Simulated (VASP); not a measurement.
# KBr (Pm-3m) in VASP: settings compared, part 2 of 6

VASP 6.6.1.

## Step 13: Equation of state, PBE, 34.05 Å³/atom

Contents of INCAR:

```
SYSTEM = KBr
PREC = Accurate
ENCUT = 450
EDIFF = 1E-6
ISMEAR = 0
SIGMA = 0.05
LREAL = .False.
LASPH = .True.
NELM = 100
ALGO = Normal
ISIF = 2
LWAVE = .False.
LCHARG = .False.
GGA = PE
ADDGRID = .False.
```

Contents of KPOINTS:

```
Automatic mesh
0
Gamma
  3 3 3
  0 0 0
```

Contents of POSCAR:

```
KBr
1.0
    4.0835362474      0.0000000000      0.0000000000
    0.0000000000      4.0835362474      0.0000000000
    0.0000000000      0.0000000000      4.0835362474
Br K
1 1
Direct
    0.5000000000      0.5000000000      0.5000000000
    0.0000000000      0.0000000000      0.0000000000
```

The run is started by

```sh
$ cat potpaw_PBE.64/Br/POTCAR potpaw_PBE.64/K_pv/POTCAR > POTCAR
$ mpirun -np 1 vasp_std > vasp.out
```

It took 3 s on 1 thread of Intel Xeon Platinum 8488C (Sapphire Rapids), shared host; peak memory 0.15 GiB.

The run converged, but some of its settings lie outside the range that counts as converged, so its numbers aren't taken as properties of the crystal.

Results:

| Quantity | Value |
| --- | --- |
| Free energy | -6.0152 eV |
| Pressure | -0.2 GPa |
| Band gap on the k mesh | 3.86 eV, indirect (least direct gap 4.01 eV) |

Caveat: the k mesh is coarse (spacing up to 0.51 Å⁻¹), so the values aren't converged; an odd mesh through Γ misses points on the zone boundary, where band edges often lie.

## Step 14: Equation of state, PBE, 32.06 Å³/atom

INCAR: that of step 13 with these lines changed.

```diff
@@ -2,3 +2,3 @@
 PREC = Accurate
-ENCUT = 450
+ENCUT = 550
 EDIFF = 1E-6
```

KPOINTS is that of step 13.

Contents of POSCAR:

```
KBr
1.0
    4.0026527831      0.0000000000      0.0000000000
    0.0000000000      4.0026527831      0.0000000000
    0.0000000000      0.0000000000      4.0026527831
Br K
1 1
Direct
    0.5000000000      0.5000000000      0.5000000000
    0.0000000000      0.0000000000      0.0000000000
```

The run is started by

```sh
$ cat potpaw_PBE.64/Br/POTCAR potpaw_PBE.64/K_pv/POTCAR > POTCAR
$ mpirun -np 1 vasp_std > vasp.out
```

Wall time 3.5 s (1 thread of Intel Xeon Platinum 8488C (Sapphire Rapids), shared host); peak memory 0.17 GiB.

These settings aren't checked as converged: the numbers below hold their error.

Results:

```yaml
Free_energy: -6.0061 eV
Pressure: 0.9 GPa
Band_gap_on_the_k_mesh: 4.05 eV, indirect (least direct gap 4.21 eV)
```

Caveat: the k mesh is coarse (spacing up to 0.52 Å⁻¹), so the values aren't converged; an odd mesh through Γ misses points on the zone boundary, where band edges often lie.

## Step 15: Equation of state, PBE, 34.05 Å³/atom

INCAR is that of step 14.

KPOINTS is that of step 14.

Contents of POSCAR:

```
KBr
1.0
    4.0835362474      0.0000000000      0.0000000000
    0.0000000000      4.0835362474      0.0000000000
    0.0000000000      0.0000000000      4.0835362474
Br K
1 1
Direct
    0.5000000000      0.5000000000      0.5000000000
    0.0000000000      0.0000000000      0.0000000000
```

Potentials or basis: VASP PAW PBE potentials, release 64 (Br, K_pv).

The run is started by

```sh
$ cat potpaw_PBE.64/Br/POTCAR potpaw_PBE.64/K_pv/POTCAR > POTCAR
$ mpirun -np 1 vasp_std > vasp.out
```

Run time: 3.4 s. Hardware: 1 thread of Intel Xeon Platinum 8488C (Sapphire Rapids), shared host; peak memory 0.17 GiB.

These settings aren't checked as converged: the numbers below hold their error.

What came out:

```yaml
Free_energy: -6.0153 eV
Pressure: -0.2 GPa
Band_gap_on_the_k_mesh: 3.86 eV, indirect (least direct gap 4.01 eV)
```

Caveat: the k mesh is coarse (spacing up to 0.51 Å⁻¹), so the values aren't converged; an odd mesh through Γ misses points on the zone boundary, where band edges often lie.

## Step 16: Equation of state, PBE, 32.06 Å³/atom

INCAR: that of step 15 with these lines changed.

```diff
@@ -2,3 +2,3 @@
 PREC = Accurate
-ENCUT = 550
+ENCUT = 350
 EDIFF = 1E-6
```

Contents of KPOINTS:

```
Automatic mesh
0
Gamma
  4 4 4
  0 0 0
```

Contents of POSCAR:

```
KBr
1.0
    4.0026527831      0.0000000000      0.0000000000
    0.0000000000      4.0026527831      0.0000000000
    0.0000000000      0.0000000000      4.0026527831
Br K
1 1
Direct
    0.5000000000      0.5000000000      0.5000000000
    0.0000000000      0.0000000000      0.0000000000
```

The run is started by

```sh
$ cat potpaw_PBE.64/Br/POTCAR potpaw_PBE.64/K_pv/POTCAR > POTCAR
$ mpirun -np 1 vasp_std > vasp.out
```

It took 2.9 s on 1 thread of Intel Xeon Platinum 8488C (Sapphire Rapids), shared host; peak memory 0.13 GiB.

These settings aren't checked as converged: the numbers below hold their error.

What came out:

```
Free energy            : -6.0316 eV
Pressure               : 0.7 GPa
Band gap on the k mesh : 3.95 eV, indirect (least direct gap 4.22 eV)
```

## Step 17: Equation of state, PBE, 34.05 Å³/atom

INCAR is that of step 16.

KPOINTS is that of step 16.

Contents of POSCAR:

```
KBr
1.0
    4.0835362474      0.0000000000      0.0000000000
    0.0000000000      4.0835362474      0.0000000000
    0.0000000000      0.0000000000      4.0835362474
Br K
1 1
Direct
    0.5000000000      0.5000000000      0.5000000000
    0.0000000000      0.0000000000      0.0000000000
```

The run is started by

```sh
$ cat potpaw_PBE.64/Br/POTCAR potpaw_PBE.64/K_pv/POTCAR > POTCAR
$ mpirun -np 1 vasp_std > vasp.out
```

Run time: 3.9 s. Hardware: 1 thread of Intel Xeon Platinum 8488C (Sapphire Rapids), shared host; peak memory 0.15 GiB.

These settings aren't checked as converged: the numbers below hold their error.

What came out:

```
Free energy            : -6.0369 eV
Pressure               : -0.3 GPa
Band gap on the k mesh : 3.77 eV, indirect (least direct gap 4.02 eV)
```

## Step 18: Equation of state, PBE, 32.06 Å³/atom

INCAR: that of step 17 with these lines changed.

```diff
@@ -2,3 +2,3 @@
 PREC = Accurate
-ENCUT = 350
+ENCUT = 250
 EDIFF = 1E-6
```

Contents of KPOINTS:

```
Automatic mesh
0
Gamma
  5 5 5
  0 0 0
```

Contents of POSCAR:

```
KBr
1.0
    4.0026527831      0.0000000000      0.0000000000
    0.0000000000      4.0026527831      0.0000000000
    0.0000000000      0.0000000000      4.0026527831
Br K
1 1
Direct
    0.5000000000      0.5000000000      0.5000000000
    0.0000000000      0.0000000000      0.0000000000
```

Potentials or basis: VASP PAW PBE potentials, release 64 (Br, K_pv).

The run is started by

```sh
$ cat potpaw_PBE.64/Br/POTCAR potpaw_PBE.64/K_pv/POTCAR > POTCAR
$ mpirun -np 1 vasp_std > vasp.out
```

Run time: 2.9 s. Hardware: 1 thread of Intel Xeon Platinum 8488C (Sapphire Rapids), shared host; peak memory 0.13 GiB.

These settings aren't checked as converged: the numbers below hold their error.

Results:

```
Free energy            : -6.0350 eV
Pressure               : 0.6 GPa
Band gap on the k mesh : 4.00 eV, indirect (least direct gap 4.22 eV)
```

Caveat: the cutoff is under 1.25 times the usual one of these potentials, so pressure, stress and relaxed cells hold a basis-set (Pulay) error; an odd mesh through Γ misses points on the zone boundary, where band edges often lie.

## Step 19: Equation of state, PBE, 34.05 Å³/atom

INCAR is that of step 18.

KPOINTS is that of step 18.

Contents of POSCAR:

```
KBr
1.0
    4.0835362474      0.0000000000      0.0000000000
    0.0000000000      4.0835362474      0.0000000000
    0.0000000000      0.0000000000      4.0835362474
Br K
1 1
Direct
    0.5000000000      0.5000000000      0.5000000000
    0.0000000000      0.0000000000      0.0000000000
```

The run is started by

```sh
$ cat potpaw_PBE.64/Br/POTCAR potpaw_PBE.64/K_pv/POTCAR > POTCAR
$ mpirun -np 1 vasp_std > vasp.out
```

Wall time 2.9 s (1 thread of Intel Xeon Platinum 8488C (Sapphire Rapids), shared host); peak memory 0.13 GiB.

The run converged, but some of its settings lie outside the range that counts as converged, so its numbers aren't taken as properties of the crystal.

Results:

- Free energy: -6.0397 eV
- Pressure: -0.4 GPa
- Band gap on the k mesh: 3.81 eV, indirect (least direct gap 4.02 eV)

Caveat: the cutoff is under 1.25 times the usual one of these potentials, so pressure, stress and relaxed cells hold a basis-set (Pulay) error; an odd mesh through Γ misses points on the zone boundary, where band edges often lie.

## Step 20: Equation of state, PBE, 32.06 Å³/atom

INCAR: that of step 19 with these lines changed.

```diff
@@ -2,3 +2,3 @@
 PREC = Accurate
-ENCUT = 250
+ENCUT = 700
 EDIFF = 1E-6
```

Contents of KPOINTS:

```
Automatic mesh
0
Gamma
  3 3 3
  0 0 0
```

Contents of POSCAR:

```
KBr
1.0
    4.0026527831      0.0000000000      0.0000000000
    0.0000000000      4.0026527831      0.0000000000
    0.0000000000      0.0000000000      4.0026527831
Br K
1 1
Direct
    0.5000000000      0.5000000000      0.5000000000
    0.0000000000      0.0000000000      0.0000000000
```

The run is started by

```sh
$ cat potpaw_PBE.64/Br/POTCAR potpaw_PBE.64/K_pv/POTCAR > POTCAR
$ mpirun -np 1 vasp_std > vasp.out
```

It took 4.8 s on 1 thread of Intel Xeon Platinum 8488C (Sapphire Rapids), shared host; peak memory 0.2 GiB.

The run converged, but some of its settings lie outside the range that counts as converged, so its numbers aren't taken as properties of the crystal.

What came out:

```
Free energy            : -6.0060 eV
Pressure               : 0.9 GPa
Band gap on the k mesh : 4.05 eV, indirect (least direct gap 4.21 eV)
```

Caveat: the k mesh is coarse (spacing up to 0.52 Å⁻¹), so the values aren't converged; an odd mesh through Γ misses points on the zone boundary, where band edges often lie.

## Step 21: Equation of state, PBE, 34.05 Å³/atom

INCAR is that of step 20.

KPOINTS is that of step 20.

Contents of POSCAR:

```
KBr
1.0
    4.0835362474      0.0000000000      0.0000000000
    0.0000000000      4.0835362474      0.0000000000
    0.0000000000      0.0000000000      4.0835362474
Br K
1 1
Direct
    0.5000000000      0.5000000000      0.5000000000
    0.0000000000      0.0000000000      0.0000000000
```

Potentials or basis: VASP PAW PBE potentials, release 64 (Br, K_pv).

The run is started by

```sh
$ cat potpaw_PBE.64/Br/POTCAR potpaw_PBE.64/K_pv/POTCAR > POTCAR
$ mpirun -np 1 vasp_std > vasp.out
```

Run time: 4.6 s. Hardware: 1 thread of Intel Xeon Platinum 8488C (Sapphire Rapids), shared host; peak memory 0.2 GiB.

These settings aren't checked as converged: the numbers below hold their error.

Results:

```yaml
Free_energy: -6.0152 eV
Pressure: -0.2 GPa
Band_gap_on_the_k_mesh: 3.86 eV, indirect (least direct gap 4.01 eV)
```

Caveat: the k mesh is coarse (spacing up to 0.51 Å⁻¹), so the values aren't converged; an odd mesh through Γ misses points on the zone boundary, where band edges often lie.

## Step 22: Equation of state, PBE, 32.06 Å³/atom

INCAR: that of step 21 with these lines changed.

```diff
@@ -2,3 +2,3 @@
 PREC = Accurate
-ENCUT = 700
+ENCUT = 400
 EDIFF = 1E-6
```

Contents of KPOINTS:

```
Automatic mesh
0
Gamma
  4 4 4
  0 0 0
```

Contents of POSCAR:

```
KBr
1.0
    4.0026527831      0.0000000000      0.0000000000
    0.0000000000      4.0026527831      0.0000000000
    0.0000000000      0.0000000000      4.0026527831
Br K
1 1
Direct
    0.5000000000      0.5000000000      0.5000000000
    0.0000000000      0.0000000000      0.0000000000
```

The run is started by

```sh
$ cat potpaw_PBE.64/Br/POTCAR potpaw_PBE.64/K_pv/POTCAR > POTCAR
$ mpirun -np 1 vasp_std > vasp.out
```

It took 3.9 s on 1 thread of Intel Xeon Platinum 8488C (Sapphire Rapids), shared host; peak memory 0.15 GiB.

The run converged, but some of its settings lie outside the range that counts as converged, so its numbers aren't taken as properties of the crystal.

What came out:

```yaml
Free_energy: -6.0317 eV
Pressure: 0.7 GPa
Band_gap_on_the_k_mesh: 3.95 eV, indirect (least direct gap 4.22 eV)
```

## Step 23: Equation of state, PBE, 34.05 Å³/atom

INCAR is that of step 22.

KPOINTS is that of step 22.

Contents of POSCAR:

```
KBr
1.0
    4.0835362474      0.0000000000      0.0000000000
    0.0000000000      4.0835362474      0.0000000000
    0.0000000000      0.0000000000      4.0835362474
Br K
1 1
Direct
    0.5000000000      0.5000000000      0.5000000000
    0.0000000000      0.0000000000      0.0000000000
```

The run is started by

```sh
$ cat potpaw_PBE.64/Br/POTCAR potpaw_PBE.64/K_pv/POTCAR > POTCAR
$ mpirun -np 1 vasp_std > vasp.out
```

Wall time 3.9 s (1 thread of Intel Xeon Platinum 8488C (Sapphire Rapids), shared host); peak memory 0.15 GiB.

These settings aren't checked as converged: the numbers below hold their error.

Results:

- Free energy: -6.0370 eV
- Pressure: -0.3 GPa
- Band gap on the k mesh: 3.77 eV, indirect (least direct gap 4.02 eV)

## Step 24: Equation of state, PBE, 32.06 Å³/atom

INCAR: that of step 23 with these lines changed.

```diff
@@ -2,3 +2,3 @@
 PREC = Accurate
-ENCUT = 400
+ENCUT = 450
 EDIFF = 1E-6
```

KPOINTS is that of step 23.

Contents of POSCAR:

```
KBr
1.0
    4.0026527831      0.0000000000      0.0000000000
    0.0000000000      4.0026527831      0.0000000000
    0.0000000000      0.0000000000      4.0026527831
Br K
1 1
Direct
    0.5000000000      0.5000000000      0.5000000000
    0.0000000000      0.0000000000      0.0000000000
```

Potentials or basis: VASP PAW PBE potentials, release 64 (Br, K_pv).

The run is started by

```sh
$ cat potpaw_PBE.64/Br/POTCAR potpaw_PBE.64/K_pv/POTCAR > POTCAR
$ mpirun -np 1 vasp_std > vasp.out
```

It took 3.8 s on 1 thread of Intel Xeon Platinum 8488C (Sapphire Rapids), shared host; peak memory 0.15 GiB.

The run converged, but some of its settings lie outside the range that counts as converged, so its numbers aren't taken as properties of the crystal.

Results:

```yaml
Free_energy: -6.0319 eV
Pressure: 0.7 GPa
Band_gap_on_the_k_mesh: 3.95 eV, indirect (least direct gap 4.22 eV)
```

## Step 25: Equation of state, PBE, 34.05 Å³/atom

INCAR is that of step 24.

KPOINTS is that of step 24.

Contents of POSCAR:

```
KBr
1.0
    4.0835362474      0.0000000000      0.0000000000
    0.0000000000      4.0835362474      0.0000000000
    0.0000000000      0.0000000000      4.0835362474
Br K
1 1
Direct
    0.5000000000      0.5000000000      0.5000000000
    0.0000000000      0.0000000000      0.0000000000
```

The run is started by

```sh
$ cat potpaw_PBE.64/Br/POTCAR potpaw_PBE.64/K_pv/POTCAR > POTCAR
$ mpirun -np 1 vasp_std > vasp.out
```

Run time: 3.9 s. Hardware: 1 thread of Intel Xeon Platinum 8488C (Sapphire Rapids), shared host; peak memory 0.15 GiB.

These settings aren't checked as converged: the numbers below hold their error.

What came out:

* Free energy: -6.0372 eV
* Pressure: -0.3 GPa
* Band gap on the k mesh: 3.77 eV, indirect (least direct gap 4.02 eV)

## Step 26: Equation of state, PBE, 32.06 Å³/atom

INCAR: that of step 25 with these lines changed.

```diff
@@ -2,3 +2,3 @@
 PREC = Accurate
-ENCUT = 450
+ENCUT = 350
 EDIFF = 1E-6
```

Contents of KPOINTS:

```
Automatic mesh
0
Gamma
  5 5 5
  0 0 0
```

Contents of POSCAR:

```
KBr
1.0
    4.0026527831      0.0000000000      0.0000000000
    0.0000000000      4.0026527831      0.0000000000
    0.0000000000      0.0000000000      4.0026527831
Br K
1 1
Direct
    0.5000000000      0.5000000000      0.5000000000
    0.0000000000      0.0000000000      0.0000000000
```

The run is started by

```sh
$ cat potpaw_PBE.64/Br/POTCAR potpaw_PBE.64/K_pv/POTCAR > POTCAR
$ mpirun -np 1 vasp_std > vasp.out
```

Run time: 2.7 s. Hardware: 1 thread of Intel Xeon Platinum 8488C (Sapphire Rapids), shared host; peak memory 0.13 GiB.

These settings aren't checked as converged: the numbers below hold their error.

What came out:

| Property | Result |
| --- | --- |
| Free energy | -6.0354 eV |
| Pressure | 0.7 GPa |
| Band gap on the k mesh | 4.00 eV, indirect (least direct gap 4.22 eV) |

Caveat: an odd mesh through Γ misses points on the zone boundary, where band edges often lie.

## Step 27: Equation of state, PBE, 34.05 Å³/atom

INCAR is that of step 26.

KPOINTS is that of step 26.

Contents of POSCAR:

```
KBr
1.0
    4.0835362474      0.0000000000      0.0000000000
    0.0000000000      4.0835362474      0.0000000000
    0.0000000000      0.0000000000      4.0835362474
Br K
1 1
Direct
    0.5000000000      0.5000000000      0.5000000000
    0.0000000000      0.0000000000      0.0000000000
```

Potentials or basis: VASP PAW PBE potentials, release 64 (Br, K_pv).

The run is started by

```sh
$ cat potpaw_PBE.64/Br/POTCAR potpaw_PBE.64/K_pv/POTCAR > POTCAR
$ mpirun -np 1 vasp_std > vasp.out
```

It took 4.3 s on 1 thread of Intel Xeon Platinum 8488C (Sapphire Rapids), shared host; peak memory 0.15 GiB.

The run converged, but some of its settings lie outside the range that counts as converged, so its numbers aren't taken as properties of the crystal.

Results:

```
Free energy            : -6.0400 eV
Pressure               : -0.3 GPa
Band gap on the k mesh : 3.81 eV, indirect (least direct gap 4.02 eV)
```

Caveat: an odd mesh through Γ misses points on the zone boundary, where band edges often lie.

## Step 28: Equation of state, PBE, 32.06 Å³/atom

INCAR: that of step 27 with these lines changed.

```diff
@@ -2,3 +2,3 @@
 PREC = Accurate
-ENCUT = 350
+ENCUT = 550
 EDIFF = 1E-6
```

Contents of KPOINTS:

```
Automatic mesh
0
Gamma
  4 4 4
  0 0 0
```

Contents of POSCAR:

```
KBr
1.0
    4.0026527831      0.0000000000      0.0000000000
    0.0000000000      4.0026527831      0.0000000000
    0.0000000000      0.0000000000      4.0026527831
Br K
1 1
Direct
    0.5000000000      0.5000000000      0.5000000000
    0.0000000000      0.0000000000      0.0000000000
```

The run is started by

```sh
$ cat potpaw_PBE.64/Br/POTCAR potpaw_PBE.64/K_pv/POTCAR > POTCAR
$ mpirun -np 1 vasp_std > vasp.out
```

It took 4.7 s on 1 thread of Intel Xeon Platinum 8488C (Sapphire Rapids), shared host; peak memory 0.17 GiB.

The run converged, but some of its settings lie outside the range that counts as converged, so its numbers aren't taken as properties of the crystal.

What came out:

```
Free energy            : -6.0320 eV
Pressure               : 0.7 GPa
Band gap on the k mesh : 3.95 eV, indirect (least direct gap 4.22 eV)
```

## Step 29: Equation of state, PBE, 34.05 Å³/atom

INCAR is that of step 28.

KPOINTS is that of step 28.

Contents of POSCAR:

```
KBr
1.0
    4.0835362474      0.0000000000      0.0000000000
    0.0000000000      4.0835362474      0.0000000000
    0.0000000000      0.0000000000      4.0835362474
Br K
1 1
Direct
    0.5000000000      0.5000000000      0.5000000000
    0.0000000000      0.0000000000      0.0000000000
```

The run is started by

```sh
$ cat potpaw_PBE.64/Br/POTCAR potpaw_PBE.64/K_pv/POTCAR > POTCAR
$ mpirun -np 1 vasp_std > vasp.out
```

It took 4.7 s on 1 thread of Intel Xeon Platinum 8488C (Sapphire Rapids), shared host; peak memory 0.17 GiB.

The run converged, but some of its settings lie outside the range that counts as converged, so its numbers aren't taken as properties of the crystal.

Results:

- Free energy: -6.0373 eV
- Pressure: -0.3 GPa
- Band gap on the k mesh: 3.77 eV, indirect (least direct gap 4.02 eV)

## Step 30: Equation of state, PBE, 32.06 Å³/atom

INCAR: that of step 29 with these lines changed.

```diff
@@ -2,3 +2,3 @@
 PREC = Accurate
-ENCUT = 550
+ENCUT = 250
 EDIFF = 1E-6
```

Contents of KPOINTS:

```
Automatic mesh
0
Gamma
  6 6 6
  0 0 0
```

Contents of POSCAR:

```
KBr
1.0
    4.0026527831      0.0000000000      0.0000000000
    0.0000000000      4.0026527831      0.0000000000
    0.0000000000      0.0000000000      4.0026527831
Br K
1 1
Direct
    0.5000000000      0.5000000000      0.5000000000
    0.0000000000      0.0000000000      0.0000000000
```

Potentials or basis: VASP PAW PBE potentials, release 64 (Br, K_pv).

The run is started by

```sh
$ cat potpaw_PBE.64/Br/POTCAR potpaw_PBE.64/K_pv/POTCAR > POTCAR
$ mpirun -np 1 vasp_std > vasp.out
```

It took 3.4 s on 1 thread of Intel Xeon Platinum 8488C (Sapphire Rapids), shared host; peak memory 0.13 GiB.

The run converged, but some of its settings lie outside the range that counts as converged, so its numbers aren't taken as properties of the crystal.

What came out:

```yaml
Free_energy: -6.0355 eV
Pressure: 0.6 GPa
Band_gap_on_the_k_mesh: 3.95 eV, indirect (least direct gap 4.22 eV)
```

Caveat: the cutoff is under 1.25 times the usual one of these potentials, so pressure, stress and relaxed cells hold a basis-set (Pulay) error.

## Step 31: Equation of state, PBE, 34.05 Å³/atom

INCAR is that of step 30.

KPOINTS is that of step 30.

Contents of POSCAR:

```
KBr
1.0
    4.0835362474      0.0000000000      0.0000000000
    0.0000000000      4.0835362474      0.0000000000
    0.0000000000      0.0000000000      4.0835362474
Br K
1 1
Direct
    0.5000000000      0.5000000000      0.5000000000
    0.0000000000      0.0000000000      0.0000000000
```

The run is started by

```sh
$ cat potpaw_PBE.64/Br/POTCAR potpaw_PBE.64/K_pv/POTCAR > POTCAR
$ mpirun -np 1 vasp_std > vasp.out
```

Run time: 3.6 s. Hardware: 1 thread of Intel Xeon Platinum 8488C (Sapphire Rapids), shared host; peak memory 0.13 GiB.

The run converged, but some of its settings lie outside the range that counts as converged, so its numbers aren't taken as properties of the crystal.

Results:

```yaml
Free_energy: -6.0402 eV
Pressure: -0.4 GPa
Band_gap_on_the_k_mesh: 3.77 eV, indirect (least direct gap 4.02 eV)
```

Caveat: the cutoff is under 1.25 times the usual one of these potentials, so pressure, stress and relaxed cells hold a basis-set (Pulay) error.

[end of part 2 of 6]
